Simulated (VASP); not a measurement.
## BN: band structure with PBE

Crystal: BN.

```
N B
1.0
     1.25112    0.72234    3.37293
    -1.25112    0.72234    3.37293
     0.00000   -1.44467    3.37293
N B
1 1
Cartesian
  0.0000 0.0000 6.7517
  0.0000 0.0000 0.0033
```

The cell is a database's computed one.

```yaml
Program: VASP 6.6.1
Task: band structure
Functional: PBE
Potentials_or_basis: VASP PAW PBE potentials, release 54 (N, B)
Cutoff: 520 eV
k_mesh: 12 × 12 × 12
Occupations: fermi-dirac, width 0.05 eV
Spin: no spin polarisation
Further_INCAR_settings: ALGO = Normal; EDIFF = 1e-06; NBANDS = 11
```

* Pressure: 3.6 GPa
* Band gap on the k mesh: 4.28 eV, indirect (least direct gap 4.70 eV)
* Band gap along the path: 4.22 eV, indirect (least direct gap 4.70 eV)

Forces on the atoms (eV/Å):
```
N    0.000  0.000 -0.003
B    0.000  0.000  0.003
```

Stress tensor (GPa, compression positive):
```
4.33 0.00 0.00
0.00 4.33 0.00
0.00 0.00 2.23
```

Levels at the corners of the path, in eV from the valence-band top:
```
point  band 2  band 3  band 4  band 5  band 6  band 7
    Γ   -4.24   -1.34   -1.34    5.11   11.62   11.62
    L   -8.98   -4.13   -0.66    5.23    9.87   13.03
    L   -8.98   -4.13   -0.66    5.23    9.87   13.03
   B1   -7.99   -6.93   -0.42    4.76   12.38   14.07
    B   -7.99   -6.93   -0.42    4.76   12.38   14.07
    Z   -6.19   -1.36   -1.36   10.06   11.55   11.55
    Z   -6.19   -1.36   -1.36   10.06   11.55   11.55
    Γ   -4.24   -1.34   -1.34    5.11   11.62   11.62
    Γ   -4.24   -1.34   -1.34    5.11   11.62   11.62
    X   -7.97   -7.11   -0.16    4.59   12.31   13.84
    Q   -7.97   -7.11   -0.16    4.59   12.31   13.84
    F   -8.86   -4.18   -1.23    4.22    9.86   14.20
    F   -8.86   -4.18   -1.23    4.22    9.86   14.20
   P1   -8.72   -4.13   -1.54    4.95    9.92   14.28
   P1   -8.72   -4.13   -1.54    4.95    9.92   14.28
    Z   -6.19   -1.36   -1.36   10.06   11.55   11.55
    L   -8.98   -4.13   -0.66    5.23    9.87   13.03
    P   -8.72   -4.13   -1.54    4.95    9.92   14.28
```

It took 61 s on 1 thread of Intel(R) Xeon(R) Platinum 8375C CPU @ 2.90GHz (Ice Lake) (shared host), peak memory 0.17 GiB.
